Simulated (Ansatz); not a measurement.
Crystal: MnS.

```
Mn S
1.0
     0.00000    2.47346    2.47346
     2.47346    0.00000    2.47346
     2.47346    2.47346    0.00000
Mn S
1 1
Direct
  0.00000 0.00000 0.00000
  0.75000 0.75000 0.75000
```

The cell is a database's computed one.

Program: Ansatz 0.2.0. Alike in all runs: task band structure; spin collinear, ferromagnetic start; cell as given; k mesh 9 × 9 × 9; smearing fermi-dirac 0.05 eV.

Order these runs on this cell by their pressure, lowest first.
A. level exchange-only PBE; potentials or basis Ansatz PAW; cutoff (eV) 420
B. level RPBE; potentials or basis Ansatz PAW; cutoff (eV) 420
C. level PBE; potentials or basis Ansatz NC with PseudoDojo standard (PBE files); cutoff (eV) 1306

C (2.8 GPa), B (6.4 GPa), A (21.3 GPa).

Caveats: the moment fell far below its start of 4 μB, so a state of higher moment may lie lower in energy; the starting moments weren't kept; the PAW data sets come from PBE, with cores solved anew for the run's functional, which leaves a small shift of forces and pressure (some runs); so large a pressure means that the cell lies far from this level's equilibrium, or that cutoff or potentials fall short (some runs).
